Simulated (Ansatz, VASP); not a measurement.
## Two plane-wave programs on Ni

```
Ni
1.0
     3.92155    0.00000    0.00000
    -1.96078    3.39616    0.00000
     0.00000    0.00000    2.36047
Ni
3
Direct
  0.00000 0.00000 0.00000
  0.33333 0.66667 0.50000
  0.66667 0.33333 0.50000
```

Alike in both runs: task single point; functional RPBE; k mesh 10 × 10 × 15; occupations fermi-dirac, width 0.1 eV; no spin polarisation.

|  | VASP | Ansatz |
| --- | --- | --- |
| version | VASP 6.6.1 | Ansatz 0.2.0 |
| potentials or method | VASP PAW PBE potentials, release 64 (Ni) | plane waves (420 eV) with PAW, scalar-relativistic |
| plane-wave cutoff (eV) | 520 | 420 |
| valence electrons in the cell | 30 | 54 |

Ansatz gave:

```
pressure (GPa)                                  : 17.7
largest component of the traceless stress (GPa) : 0.55
```

Q: Which values does VASP return?

A: Pressure (GPa): 17.6; largest component of the traceless stress (GPa): 0.65.

The two sets of potentials don't hold the same shells in valence.

Caveats: so large a pressure means that the cell lies far from this level's equilibrium, or that cutoff or potentials fall short (VASP); the potentials were made for another functional, which shifts forces and pressure (VASP); the run has no spin polarisation, though such a crystal can be magnetic. Spin polarisation is off, so any magnetic state and its effect on volume and gap are missing.
